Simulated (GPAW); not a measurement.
The system is SnSe2.

```xyz
3
Lattice="3.8110 0.0000 0.0000 -1.9055 3.3004 0.0000 0.0000 0.0000 6.1360" Properties=species:S:1:pos:R:3 pbc="T T T"
Sn    0.0000    0.0000    0.0000
Se    1.9055    1.1001    4.6081
Se    0.0000    2.2003    1.5279
```

* Program: GPAW 26.7.0
* Task: single point
* Functional: PBEsol
* Potentials or basis: PAW data sets generated in the run's folder for this functional
* Cutoff: 600 eV
* Basis: pw
* k mesh: 8 × 8 × 5
* Occupations: fermi-dirac, width 0.05 eV
* Spin: no spin polarisation

On this cell: pressure 2.3 GPa; largest force 0.576 eV/Å; band gap on the k mesh 0.75 eV, indirect (least direct gap 1.01 eV).

The same run follows on a disturbed copy (atoms moved at random, drawn with an rms of 0.05 Å):

```
Sn Se
1.0
     3.81100    0.00000    0.00000
    -1.90550    3.30042    0.00000
     0.00000    0.00000    6.13600
Sn Se
1 2
Direct
  0.99693 0.99596 0.99812
  0.66899 0.34235 0.74947
  0.33318 0.66846 0.25317
```

What changes?

The energy moves by -3.3 meV/atom; pressure 1.7 GPa; largest force 0.588 eV/Å; band gap on the k mesh 0.69 eV, indirect (least direct gap 1.00 eV).

Forces in eV/Å, atoms in the order of the input:
```
Sn  -0.012  0.202  0.319
Se   0.016 -0.168 -0.563
Se  -0.004 -0.034  0.245
```

Stress tensor (GPa, compression positive):
```
 1.11  0.01 -0.05
 0.01  1.33  0.36
-0.05  0.36  2.55
```

Caveats: spin-orbit coupling is left out, which moves the levels of the heavy elements; an odd mesh through Γ misses points on the zone boundary, where band edges often lie; this functional lacks dispersion, which binds the layers, so the pressure and a relaxed spacing across them are unreliable (some runs).
